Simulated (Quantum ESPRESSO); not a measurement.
AlN: band structure with PBE

**What was measured.**

“Structural and optical properties of self-assembled AlN nanowires grown on SiO2/Si substrates by molecular beam epitaxy”, 2024, arxiv:2402.00216 quotes, for a bulk crystal of AlN at 0 K: band gap 6.0343 eV (an exciton energy, a little under the gap).

Crystal: AlN.

```
Al N
1.0
     3.11300    0.00000    0.00000
    -1.55650    2.69594    0.00000
     0.00000    0.00000    4.98100
Al N
2 2
Direct
  0.66667 0.33333 0.50000
  0.33333 0.66667 0.00000
  0.66667 0.33333 0.88000
  0.33333 0.66667 0.38000
```

```
Program             : Quantum ESPRESSO 7.5
Task                : band structure
Functional          : PBE
Potentials or basis : PseudoDojo 0.5 SR PBE stringent
Cutoff              : 1143 eV
Density cutoff      : 4572 eV
k mesh              : 10 × 10 × 6
Occupations         : fermi-dirac, width 0.05 eV
Spin                : no spin polarisation
Mixing beta         : 0.5
Most SCF iterations : 120
SCF threshold       : 8e-10 Ry
```

```yaml
Pressure: 3.4 GPa
Largest_force: 0.131 eV/Å
Band_gap_on_the_k_mesh: 4.22 eV, direct
Band_gap_along_the_path: 4.22 eV, direct
```

Forces on the atoms (eV/Å):
```
Al   0.000  0.000 -0.131
Al   0.000  0.000 -0.131
N    0.000  0.000  0.131
N    0.000  0.000  0.131
```

Stress tensor (GPa, compression positive):
```
2.81 0.00 0.00
0.00 2.81 0.00
0.00 0.00 4.45
```

Levels at the corners of the path, in eV from the valence-band top:
```tsv
point	band 4	band 5	band 6	band 7	band 8	band 9	band 10	band 11	band 12	band 13
Γ	-0.83	-0.83	-0.18	-0.18	0.00	4.22	6.68	10.59	11.19	11.19
M	-4.13	-3.33	-2.06	-1.77	-0.66	5.83	5.84	8.21	10.30	10.94
K	-3.75	-3.75	-2.42	-2.37	-2.37	5.08	8.38	9.70	9.70	11.55
Γ	-0.83	-0.83	-0.18	-0.18	0.00	4.22	6.68	10.59	11.19	11.19
A	-3.31	-0.51	-0.51	-0.51	-0.51	6.47	6.47	10.35	10.35	11.51
L	-5.57	-1.44	-1.44	-1.35	-1.35	5.34	5.34	9.32	9.32	11.81
H	-4.81	-3.83	-3.83	-0.78	-0.78	7.44	7.44	7.88	7.88	11.91
A	-3.31	-0.51	-0.51	-0.51	-0.51	6.47	6.47	10.35	10.35	11.51
L	-5.57	-1.44	-1.44	-1.35	-1.35	5.34	5.34	9.32	9.32	11.81
M	-4.13	-3.33	-2.06	-1.77	-0.66	5.83	5.84	8.21	10.30	10.94
K	-3.75	-3.75	-2.42	-2.37	-2.37	5.08	8.38	9.70	9.70	11.55
H	-4.81	-3.83	-3.83	-0.78	-0.78	7.44	7.44	7.88	7.88	11.91
```

Run time: 110 s on 1 thread of Arm Neoverse V1 (shared host), peak memory 0.1 GiB.

Measured gap of AlN: 6.0343 eV (an exciton energy, a little under the gap; 0 K; quoted in “Structural and optical properties of self-assembled AlN nanowires grown on SiO2/Si substrates by molecular beam epitaxy”, 2024, arxiv:2402.00216). This calculation gives 4.22 eV (-1.81 eV). 2 values of this kind are on record (6.034 to 6.0343 eV); this one was drawn at random. The value is that of PBE, without temperature or zero-point motion. Semilocal functionals fall short of measured gaps as a rule.

Caveat: some levels on the path didn't converge.
